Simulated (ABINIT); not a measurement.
Crystal: HgTe (Coloradoite).

```
Hg Te
1.0
     0.00000    3.21450    3.21450
     3.21450    0.00000    3.21450
     3.21450    3.21450    0.00000
Hg Te
1 1
Cartesian
  0.0000 0.0000 0.0000
  4.8217 4.8217 4.8217
```

| Quantity | Value |
| --- | --- |
| Program | ABINIT 10.8.3 (patched build) |
| Task | relaxation of cell and atoms |
| Functional | PBEsol |
| Potentials or basis | PseudoDojo NC SR PBEsol v0.4.1 standard |
| Cutoff | 1088 eV |
| k mesh | 5 × 5 × 5 |
| Occupations | fermi-dirac, width 0.05 eV |
| Spin | no spin polarisation |

At the start: pressure 2.0 GPa; volume 33.22 Å³/atom.

**Question.** Where does the relaxation end?

**Answer.** Over 5 steps the energy falls by 8.6 meV/atom and the volume is 34.66 Å³/atom (+4.3 %); space group F-43m (No. 216, to 0.05 Å).

Step by step:
```
step  energy change (eV)  largest force (eV/Å)  pressure (GPa)  volume (Å³)
   1              0.0000                0.0000            1.99        66.43
   2             -0.0046                0.0000            1.68        66.84
   3             -0.0171                0.0000            0.11        69.14
   4             -0.0171                0.0000            0.01        69.31
   5             -0.0171                0.0000            0.00        69.32
```

Final structure:
```
Hg Te
1.0
     0.00000    3.26042    3.26042
     3.26042    0.00000    3.26042
     3.26042    3.26042    0.00000
Hg Te
1 1
Direct
  0.00000 0.00000 0.00000
  0.75000 0.75000 0.75000
```
